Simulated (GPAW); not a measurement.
# V in GPAW: the effect of strain hydrostatic

V:

```xyz
1
Lattice="-1.4538 1.4538 1.4538 1.4538 -1.4538 1.4538 1.4538 1.4538 -1.4538" Properties=species:S:1:pos:R:3 pbc="T T T"
V     0.0000    0.0000    0.0000
```

Alike in all runs:

* Program: GPAW 26.7.0
* Task: single point
* Functional: PBEsol
* Potentials or basis: PAW data sets generated in the run's folder for this functional
* Cutoff: 600 eV
* Basis: pw
* k mesh: 12 × 12 × 12
* Occupations: fermi-dirac, width 0.05 eV
* Spin: collinear spin, ferromagnetic start
* Starting moments: [2.0] μB
* Maxiter: 150

```csv
strain hydrostatic,pressure (GPa)
-0.04,12.7
-0.02,-0.4
-0.01,-5.9
0,-10.7
0.01,-15.0
0.02,?
0.04,-24.6
```

What does the run with strain hydrostatic 0.02 give?

Pressure -18.7 GPa.

Worked out: A parabola through the other rows of the pressure, of slope -345 GPa per unit of strain hydrostatic there, gives -18.9 GPa, against the run's -18.7.

Caveats: the density grid can change from cell to cell, which puts small steps into energies and stress.
